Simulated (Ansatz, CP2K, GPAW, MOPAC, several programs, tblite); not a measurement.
# In2O3 from cheap methods to r2SCAN

How much accuracy does each second buy? In2O3 is computed with 9 methods, from the cheapest up to r2SCAN.

Computed with MOPAC, tblite, CP2K, Ansatz, GPAW (versions at each run) (no spin polarisation, static lattice; gaps from single points on the cell relaxed beforehand with r²SCAN, unless a step's input says otherwise).

## 1. Starting point

Symmetry: R-3c, No. 167, trigonal system. The conventional cell has a = 5.508 Å, b = 5.508 Å, c = 14.563 Å, α = 90.00°, β = 90.00°, γ = 120.00°. In (site symmetry 3) has 6 O at 2.13 to 2.26 Å as nearest neighbours. Around O (site symmetry 2) lie 4 In at 2.13 to 2.26 Å.

As a file:

```
In O
1.0
     2.75382    1.58992    4.85434
    -2.75382    1.58992    4.85434
     0.00000   -3.17984    4.85434
In O
4 6
Direct
  0.85704 0.85704 0.85704
  0.35704 0.35704 0.35704
  0.14296 0.14296 0.14296
  0.64296 0.64296 0.64296
  0.45339 0.04661 0.75000
  0.04661 0.75000 0.45339
  0.54661 0.95339 0.25000
  0.25000 0.54661 0.95339
  0.95339 0.25000 0.54661
  0.75000 0.45339 0.04661
```

The structure type (corundum) is imposed and need not be the compound's stable one.

**Question.** The methods are PM6, PM7, GFN2-xTB (tblite), PBE/DZVP, PBE/SZV, coarse PBE, GLLB-SC, PBE, r2SCAN. What gap does r2SCAN give on this cell, and which other methods (full PBE left aside) come nearest to r2SCAN and farthest in gap, volume and bulk modulus?

| quantity | value |
| --- | --- |
| r2SCAN | gap 1.80 eV, 12.75 Å³/atom, B₀ 181 GPa |
| gap: nearest and farthest of the other methods | PBE/DZVP (-0.65 eV), PM6 (+7.84 eV) |
| volume: nearest and farthest of the other methods | PM7 (-4.3 %), PBE/SZV (+11.7 %) |
| bulk modulus: nearest and farthest of the other methods | PBE/DZVP (-15 %), PM7 (+47 %) |

In words: Among the 7 methods compared for the gap (full PBE left aside), PBE/DZVP is nearest to r2SCAN and PM6 farthest. For the volume, of the 4 methods compared (full PBE left aside), PM7 comes nearest to r2SCAN and PBE/SZV is farthest. Among the 4 methods compared for the bulk modulus (full PBE left aside), PBE/DZVP is nearest to r2SCAN and PM7 farthest. A minimal basis or a coarse cutoff and mesh shifts results by its own error, so closeness to r2SCAN can be chance. Cluster runs see only the k-points that fold onto the zone centre, so their gaps can miss the band edges. GLLB-SC is compared with its derivative discontinuity added. No volume is given for PM6, coarse PBE, which can hide a larger miss. CPU times run from 1.9 s (coarse PBE) to 2.6 min (GLLB-SC). On this cell PBE/DZVP, GLLB-SC cost more than r2SCAN itself (29 s), so they are no saving here. r2SCAN is a yardstick, not the truth: it usually gives gaps below the measured ones. Spin-orbit coupling is left out throughout. Against the measured gap of In2O3, 3.08 eV (optical; powder; “Fabrication and performance enhancement of an In2O3/BiVO4 heterojunction for N-butanol gas sensing applications”, 2024, pmc:11650617), the calculated 1.80 eV is off by -1.28 eV. That value is r2SCAN's. Of all methods here GLLB-SC lies nearest to the measured gap (2.78 eV).
